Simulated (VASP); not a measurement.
The system is AlN.

```
Al N
1.0
     3.11300    0.00000    0.00000
    -1.55650    2.69594    0.00000
     0.00000    0.00000    4.98100
Al N
2 2
Cartesian
  1.5565 0.8986 2.4905
  0.0000 1.7973 0.0000
  1.5565 0.8986 4.3833
  0.0000 1.7973 1.8928
```

| Quantity | Value |
| --- | --- |
| Program | VASP 6.6.1 |
| Task | relaxation of cell and atoms |
| Functional | LDA |
| Potentials or basis | VASP PAW LDA potentials, release 64 (Al, N) |
| Cutoff | 600 eV |
| k mesh | 7 × 7 × 5 |
| Occupations | fermi-dirac, width 0.05 eV |
| Spin | no spin polarisation |

At the start: pressure -4.2 GPa; volume 10.45 Å³/atom.

Q: Where does the relaxation end?

A: Over 4 steps the energy falls by 3.1 meV/atom and the volume is 10.23 Å³/atom (-2.1 %); space group P6_3mc (No. 186, to 0.05 Å).

The path:
| step | energy change (eV) | largest force (eV/Å) | pressure (GPa) | volume (Å³) |
| --- | --- | --- | --- | --- |
| 1 | 0.0000 | 0.1197 | -4.18 | 41.80 |
| 2 | -0.0013 | 0.0854 | 4.22 | 40.18 |
| 3 | -0.0124 | 0.0191 | -0.02 | 40.95 |
| 4 | -0.0124 | 0.0170 | 0.07 | 40.94 |

Final structure:
```xyz
4
Lattice="3.0884 0.0000 0.0000 -1.5442 2.6747 0.0000 0.0000 0.0000 4.9558" Properties=species:S:1:pos:R:3 pbc="T T T"
Al    1.5442    0.8916    2.4749
Al    0.0000    1.7831    4.9528
N     1.5442    0.8916    4.3641
N     0.0000    1.7831    1.8862
```
